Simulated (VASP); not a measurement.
Wanted: an ASE script for a VASP 6.6.1 run.

```
Task                   : equation of state
Functional             : PBE
Dispersion             : D2
Potentials or basis    : VASP PAW PBE potentials, release 64 (Cs_sv, I)
Cutoff                 : 520 eV
k mesh                 : 6 × 6 × 6
Occupations            : tetrahedron
Spin                   : no spin polarisation
Further INCAR settings : ALGO = Normal; EDIFF = 1.00e-06
```

CsI:

```
CELL_PARAMETERS angstrom
4.47413 0.03969 -0.08135
0.03969 4.68978 0.10688
-0.08135 0.10688 4.54314
ATOMIC_POSITIONS crystal
Cs 0.00000 0.00000 0.00000
I 0.50000 0.50000 0.50000
```

The cell isn't the ideal one: cell strained at random at fixed volume.

The input as run:

run.py

```python
from ase import Atoms
from ase.calculators.vasp import Vasp
from ase.eos import EquationOfState
from ase.io import Trajectory
from ase.units import GPa

atoms = Atoms(
    ['Cs', 'I'],
    cell=[[4.47413, 0.039687, -0.081347], [0.039687, 4.689785, 0.106882], [-0.081347, 0.106882, 4.543139]],
    scaled_positions=[[0.0, 0.0, 0.0], [0.5, 0.5, 0.5]],
    pbc=True,
)
calc = Vasp(
    directory='calc',
    xc='pbe',
    pp='PBE',
    setups='recommended',
    prec='Accurate',
    encut=520,
    ediff=1e-06,
    ismear=-5,
    sigma=0.005,
    lreal=False,
    lasph=True,
    nelm=60,
    algo='Normal',
    isif=2,
    lwave=False,
    lcharg=False,
    ivdw=1,
    kpts=[6, 6, 6],
    gamma=True,
)
atoms.calc = calc
cell = atoms.cell.copy()
volumes, energies = [], []
traj = Trajectory('eos.traj', 'w')
for x in [0.94, 0.96, 0.98, 1.0, 1.02, 1.04, 1.06]:
    atoms.set_cell(cell * x ** (1 / 3), scale_atoms=True)
    volumes.append(atoms.get_volume())
    energies.append(atoms.get_potential_energy())
    traj.write(atoms)
    print(f'{x:5.2f} {volumes[-1]:12.5f} {energies[-1]:14.6f}')

v0, e0, B = EquationOfState(volumes, energies, eos='birchmurnaghan').fit()
print(f'V0 = {v0:.4f} A^3, E0 = {e0:.6f} eV, B = {B / GPa:.2f} GPa')
```

Potentials or basis: VASP PAW PBE potentials, release 64 (Cs_sv, I).

The run is started by

```console
$ python run.py
```

Results of the run:

```
Equilibrium volume : outside the volumes run
```

Run time: 5.8 min on 1 thread of Intel(R) Xeon(R) 6975P-C (Granite Rapids), with other jobs on the host, peak memory 0.29 GiB.
